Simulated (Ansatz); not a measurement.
BN, h-MgO type (no longer in that coordination), relaxed with r2SCAN in the PAW code Ansatz. It is hexagonal, P6_3/mmc (No. 194); conventional cell a = 2.501 Å, c = 6.893 Å, 9.33 Å³ an atom. Around B lie 3 N at 1.44 Å; around N lie 3 B at 1.44 Å.

The axes x, y and z are those of this cell:
```
CELL_PARAMETERS angstrom
2.50084 0.00000 0.00000
-1.25042 2.16579 0.00000
0.00000 0.00000 6.89312
ATOMIC_POSITIONS crystal
B 0.33333 0.66667 0.25000
B 0.66667 0.33333 0.75000
N 0.66667 0.33333 0.25000
N 0.33333 0.66667 0.75000
```

Unstrained: The PBE gap is indirect, 4.328 eV (k = (0.350, 0.300, 0) to M), below the direct gap of 4.665 eV at H. The r2SCAN gap is indirect, 4.892 eV (H to M), below the direct gap of 5.313 eV at H. With HSE06 the valence top lies at H and the conduction bottom at M, 5.652 eV higher; the smallest vertical gap, at H, is 6.073 eV. Meshes: PBE 12×12×4, r2SCAN 12×12×4, HSE06 9×9×4. Strains are changes of length per length, and xy shears are angles. After each strain the atoms were relaxed again with r2SCAN within the symmetry that the strain leaves, so tilts or polar shifts that break it weren't tested; points keep the names that they have in the unstrained zone. All values are calculated for a non-magnetic cell, which may be hypothetical.

Q: Estimate what xy shear, engineering strain (angle) -0.48 % does to the gap.

A: r2SCAN: the gap goes from 4.892 to 4.838 eV (-0.054 eV); the edges go from H → M to (0.312, 0.307, 0) → M. The r2SCAN energy rises by 0.2 meV an atom.

Q: Apply isotropic +4.01 % on every length. How far does the gap move, against the unstrained cell?

A: r2SCAN: the gap goes from 4.892 to 4.728 eV (-0.164 eV). HSE06: the gap goes from 5.652 to 5.492 eV (-0.160 eV). The r2SCAN energy rises by 91.6 meV an atom.

Where an edge lies off the special points, it is a point of the mesh or the k point where a search put PBE's edge or least direct gap, reused for the other functionals, whose own edges may lie a little apart.

Coordinates of k points refer to the reciprocal vectors of the primitive cell of the runs.

The meshes of the hybrids are coarse, so their gaps aren't converged to the digits shown.
